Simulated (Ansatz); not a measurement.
Ta: relaxation of cell and atoms with PBE+D4

Ta:

```xyz
1
Lattice="-1.6513 1.6513 1.6513 1.6513 -1.6513 1.6513 1.6513 1.6513 -1.6513" Properties=species:S:1:pos:R:3 pbc="T T T"
Ta    0.0000    0.0000    0.0000
```

```
Program             : Ansatz 0.2.0
Task                : relaxation of cell and atoms
Functional          : PBE
Dispersion          : D4
Potentials or basis : all-electron LAPW, scalar-relativistic
Basis error allowed : 0.001 eV/atom
k mesh              : 11 × 11 × 11
Occupations         : fermi-dirac, width 0.05 eV
Spin                : no spin polarisation
```

The relaxed volume is 17.99 Å³/atom. The relaxed cell is a = 2.859 Å, b = 2.859 Å, c = 2.859 Å, α = 109.47°, β = 109.47°, γ = 109.47°. The space group after relaxing (to 0.05 Å) is Im-3m (No. 229). The energy gained by relaxing is 0.0 meV/atom, the ionic steps are 3 and the pressure after relaxing is 0.0 GPa.

Final structure:
```
Ta
1.0
    -1.65056    1.65056    1.65056
     1.65056   -1.65056    1.65056
     1.65056    1.65056   -1.65056
Ta
1
Direct
  0.00000 0.00000 0.00000
```

Wall time 20 s on 1 thread of Arm Neoverse V2, on a shared host, peak memory 0.29 GiB.

The run has no spin-orbit coupling, so splittings on Ta are missing.
